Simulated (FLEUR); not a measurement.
**SnO2: equation of state with LDA**

The system is SnO2.

```xyz
3
Lattice="1.6171 0.9336 4.8006 -1.6171 0.9336 4.8006 0.0000 -1.8673 4.8006" Properties=species:S:1:pos:R:3 pbc="T T T"
Sn    0.0000    0.0000    7.2009
O     0.0000    0.0000   10.9861
O     0.0000    0.0000    3.4157
```

Measurements of this composition are mostly on another form, of space group No. 136.

* Program: FLEUR MaX-R8.1 (later development tree)
* Task: equation of state
* Functional: LDA
* Potentials or basis: all-electron
* Basis: FLAPW
* Kmax: 4.77 1/bohr
* k mesh: 10 × 10 × 10
* Occupations: fermi-dirac, width 0.05 eV
* Spin: no spin polarisation
* Gmax: 14.8 1/bohr
* Muffin-tin radii: Sn 2.09, O 1.51 bohr
* lmax: Sn 9, O 8
* lnonsphr: Sn 9, O 8
* Local orbitals a species: Sn 5, O 3

```yaml
Equilibrium_volume: "13.60 Å³/atom (rough: see the caveat)"
Bulk_modulus_at_fixed_shape_and_positions: 168 GPa (rough)
```

Energy against volume, from the lowest point:
| volume (Å³/atom) | energy (meV/atom) |
| --- | --- |
| 13.626 | 0.00 |
| 13.916 | 3.74 |
| 14.496 | 27.50 |
| 15.075 | 69.32 |
| 15.365 | 95.66 |

Caveat: the minimum lies outside the volumes run; the cell was scaled at fixed shape and fractional positions, which overstates the stiffness of a crystal with free parameters, most of all of layers and chains.
